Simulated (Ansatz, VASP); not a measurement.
## ZnO in VASP and in Ansatz

Contents of INCAR:

```
SYSTEM = ZnO
PREC = Accurate
ENCUT = 520
EDIFF = 1E-6
ISMEAR = 0
SIGMA = 0.02
LREAL = .FALSE.
LASPH = .TRUE.
NELM = 100
ALGO = Normal
ISIF = 2
LWAVE = .FALSE.
LCHARG = .TRUE.
GGA = PE
LELF = .TRUE.
LVHAR = .TRUE.
NBANDS = 26
```

Contents of KPOINTS:

```
regular mesh
0
G
  16 16 16
  0 0 0
```

POSCAR

```
ZnO
1.0
   -1.6531015785      1.6531015785      5.6629570713
    1.6531015785     -1.6531015785      5.6629570713
    1.6531015785      1.6531015785     -5.6629570713
Zn O
2 2
Direct
    0.5838258517      0.5838258517      0.0000000000
    0.3338258517      0.8338258517      0.5000000000
    0.4161741483      0.4161741483      0.0000000000
    0.1661741483      0.6661741483      0.5000000000
```

Input for Ansatz:

```yaml
crystal:
  lattice:
    - [-1.6531015785, 1.6531015785, 5.6629570713]
    - [1.6531015785, -1.6531015785, 5.6629570713]
    - [1.6531015785, 1.6531015785, -5.6629570713]
  atoms:
    - { symbol: Zn, position: [0.5838258517, 0.5838258517, 0.0] }
    - { symbol: Zn, position: [0.3338258517, 0.8338258517, 0.5] }
    - { symbol: O, position: [0.4161741483, 0.4161741483, 0.0] }
    - { symbol: O, position: [0.1661741483, 0.6661741483, 0.5] }
basis:
  ecutwfc: 420
kpoints:
  mp_grid: { grid: [16, 16, 16] }
  band_path:
    path:
      - [[0.0, 0.0, 0.0], [0.0, 0.0, 0.5], [0.25, 0.25, 0.25], [0.0, 0.5, 0.0], [0.0, 0.0, 0.0], [0.5, 0.5, -0.5], [0.27130358, 0.72869642, -0.27130358]]
      - [[-0.27130358, 0.27130358, 0.27130358], [0.0, 0.0, 0.0]]
      - [[0.0, 0.0, 0.5], [-0.04260716, 0.04260716, 0.5]]
      - [[0.5, 0.5, -0.04260716], [0.5, 0.5, -0.5]]
    npoints: 14
hamiltonian:
  xc: pbe
scf:
  occupations: { method: gaussian, width: 0.02 }
  n_extra_bands: 10
output:
  forces: true
  stress: true
  eigenvalues: true
  populations: true
  dos: { projected: true, de: 0.02, nscf_kmesh: { grid: [24, 24, 24] } }
  bader: true
  write_density: true
  write_potential: true
  elf: true
  volumetric_format: npy
```

The cell was built by a generator and needn't be a form met in nature.

Alike in both runs: task single point; functional PBE; k mesh 16 × 16 × 16; occupations gaussian, width 0.02 eV; no spin polarisation.

```csv
,VASP,Ansatz
version,VASP 6.6.1,Ansatz 0.2.0
potentials or method,"VASP PAW PBE potentials, release 64 (Zn, O)","scalar-relativistic, plane waves, PAW"
plane-wave cutoff (eV),520,420
valence electrons in the cell,36,36
```

```tsv
	VASP	Ansatz	Ansatz less VASP
gap on the k mesh at the Fermi level (eV)	0.59	0.59	-0.001
least direct gap on the mesh (eV)	0.59	0.59	-0.001
pressure (GPa)	0.8	0.0	-0.84
largest component of the traceless stress (GPa)	0.41	0.05	-0.359
```

With one functional, cell and mesh, what is left measures potentials, basis and numerics.

A k mesh can miss the band edges. Expect the measured gap to be larger: semilocal functionals such as PBE lack the derivative discontinuity.
